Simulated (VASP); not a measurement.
A run of VASP 6.6.1 is set up as follows.

POSCAR

```
Ag
1.0
    1.5822930000      0.9135410000      2.0432610000
   -1.5822930000      0.9135410000      2.0432610000
    0.0000000000     -1.8270720000      2.0432610000
Ag
1
Direct
    0.0000000000      0.0000000000      0.0000000000
```

File INCAR.step1:

```
ALGO     = Normal         # electronic algorithm
EDIFF    = 1E-4           # SCF threshold, eV
ENCUT    = 520            # plane-wave cutoff, eV
GGA      = PE             # functional
ISMEAR   = -5             # smearing method
LASPH    = T              # aspherical terms in the spheres
LCHARG   = F              # write CHGCAR
LMAXMIX  = 4              # l up to which the mixer works
LREAL    = F              # projectors in reciprocal space
LWAVE    = T              # write WAVECAR
NBANDS   = 12             # bands
NELM     = 100            # most SCF steps
PREC     = Accurate       # precision mode
SIGMA    = 0.2802         # smearing width, eV
```

File INCAR.step2:

```
ALGO     = Normal         # electronic algorithm
EDIFF    = 1E-6           # SCF threshold, eV
ENCUT    = 520            # plane-wave cutoff, eV
ISIF     = 2              # what is computed and relaxed
ISMEAR   = 1              # smearing method
ISTART   = 1            
LASPH    = T              # aspherical terms in the spheres
LCHARG   = F              # write CHGCAR
LMAXMIX  = 4              # l up to which the mixer works
LMIXTAU  = T            
LORBIT   = 10             # projections on sites
LREAL    = F              # projectors in reciprocal space
LWAVE    = F              # write WAVECAR
METAGGA  = R2SCAN         # meta-GGA
NBANDS   = 12             # bands
NELM     = 100            # most SCF steps
PREC     = Accurate       # precision mode
SIGMA    = 0.2802         # smearing width, eV
```

Contents of KPOINTS:

```
k-points
0
Gamma
  13 13 13
```

Potentials or basis: VASP PAW PBE potentials, release 64 (Ag).

Run with:

```console
$ cat potpaw_PBE.64/Ag/POTCAR > POTCAR
$ cp INCAR.step1 INCAR
$ mpirun -np 1 vasp_std > vasp.out
$ cp INCAR.step2 INCAR
$ mpirun -np 1 vasp_std > vasp.out
```

Task: Predict the pressure.

Result: 2.5 GPa.

Task: Predict the band gap on the k mesh.

Result: None (metal or under the smearing width).

Stress tensor (GPa, compression positive):
```
-1.41  0.00  0.00
 0.00 -1.41  0.00
 0.00  0.00 10.36
```

Caveat: the PAW data sets were made with another functional, which shifts forces and pressure a little.
